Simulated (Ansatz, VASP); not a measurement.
# Two plane-wave programs on Rb

```
CELL_PARAMETERS angstrom
-2.76462 2.76462 2.76462
2.76462 -2.76462 2.76462
2.76462 2.76462 -2.76462
ATOMIC_POSITIONS crystal
Rb 0.00000 0.00000 0.00000
```

Change from the starting cell: volume scaled by 0.96.

Alike in both runs: task single point; functional PBE; k mesh 7 × 7 × 7; occupations fermi-dirac, width 0.05 eV; no spin polarisation.

|  | VASP | Ansatz |
| --- | --- | --- |
| version | VASP 6.6.1 | Ansatz 0.2.0 |
| potentials or method | VASP PAW PBE potentials, release 64 (Rb_sv) | Ansatz PAW |
| plane-wave cutoff (eV) | 520 | 420 |
| valence electrons in the cell | 9 | 9 |

```csv
,VASP,Ansatz,Ansatz less VASP
gap on the k mesh at the Fermi level (eV),none,none,-
pressure (GPa),0.2,0.2,0.00
```

A gap of «none» marks a metal or a gap that the smearing closes. The functional is the same, so the differences come from potentials, cutoffs and numerics.
